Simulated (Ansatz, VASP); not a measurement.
# One calculation of Au, two programs

The input POSCAR:

```
Au
1.0
    0.0000000000     -3.3145380000      0.0000000000
   -3.3145380000      0.0000000000      0.0000000000
    0.0000000000      0.0000000000     -3.3145380000
Au
2
Direct
    0.5000000000      0.5000000000      0.5000000000
    0.0000000000      0.0000000000      0.0000000000
```

Contents of INCAR.step1:

```
ALGO     = Normal         # electronic algorithm
EDIFF    = 1E-4           # SCF threshold, eV
ENCUT    = 520            # plane-wave cutoff, eV
GGA      = PE             # functional
ISMEAR   = 0              # smearing method
LASPH    = T              # aspherical terms in the spheres
LCHARG   = F              # write CHGCAR
LREAL    = F              # projectors in reciprocal space
LWAVE    = T              # write WAVECAR
NBANDS   = 18             # bands
NELM     = 80             # most SCF steps
PREC     = Accurate       # precision mode
SIGMA    = 0.15           # smearing width, eV
```

The input INCAR.step2:

```
ALGO     = Normal         # electronic algorithm
EDIFF    = 1E-6           # SCF threshold, eV
ENCUT    = 520            # plane-wave cutoff, eV
ISIF     = 2              # what is computed and relaxed
ISMEAR   = 0              # smearing method
ISTART   = 1            
LASPH    = T              # aspherical terms in the spheres
LCHARG   = F              # write CHGCAR
LMIXTAU  = T            
LREAL    = F              # projectors in reciprocal space
LWAVE    = F              # write WAVECAR
METAGGA  = R2SCAN         # meta-GGA
NBANDS   = 18             # bands
NELM     = 80             # most SCF steps
PREC     = Accurate       # precision mode
SIGMA    = 0.15           # smearing width, eV
```

KPOINTS

```
k-points
0
Gamma
  14 14 14
```

Input for Ansatz:

```yaml
crystal:
  lattice:
    - [0.0, -3.314538, 0.0]
    - [-3.314538, 0.0, 0.0]
    - [0.0, 0.0, -3.314538]
  atoms:
    - { symbol: Au, position: [0.5, 0.5, 0.5] }
    - { symbol: Au, position: [0.0, 0.0, 0.0] }
basis:
  ecutwfc: 500
kpoints:
  mp_grid: { grid: [14, 14, 14] }
hamiltonian:
  xc: r2scan
scf:
  occupations: { method: gaussian, width: 0.15 }
output:
  forces: true
  stress: true
  eigenvalues: true
```

Alike in both runs: task single point; functional r2SCAN; k mesh 14 × 14 × 14; occupations gaussian, width 0.15 eV; no spin polarisation.

|  | VASP | Ansatz |
| --- | --- | --- |
| version | VASP 6.6.1 | Ansatz 0.2.0 |
| potentials or method | VASP PAW PBE potentials, release 64 (Au) | scalar-relativistic, plane waves, PAW |
| plane-wave cutoff (eV) | 520 | 500 |
| valence electrons in the cell | 22 | 38 |

|  | VASP | Ansatz | Ansatz less VASP |
| --- | --- | --- | --- |
| gap on the k mesh at the Fermi level (eV) | none | none | - |
| pressure (GPa) | -4.4 | -4.6 | -0.22 |

A gap of «none» marks a metal or a gap that the smearing closes. The two sets of potentials don't hold the same shells in valence.

Caveats: the PAW data sets were made with another functional, which shifts forces and pressure a little (VASP). The runs have no spin-orbit coupling, so splittings on Au are missing.
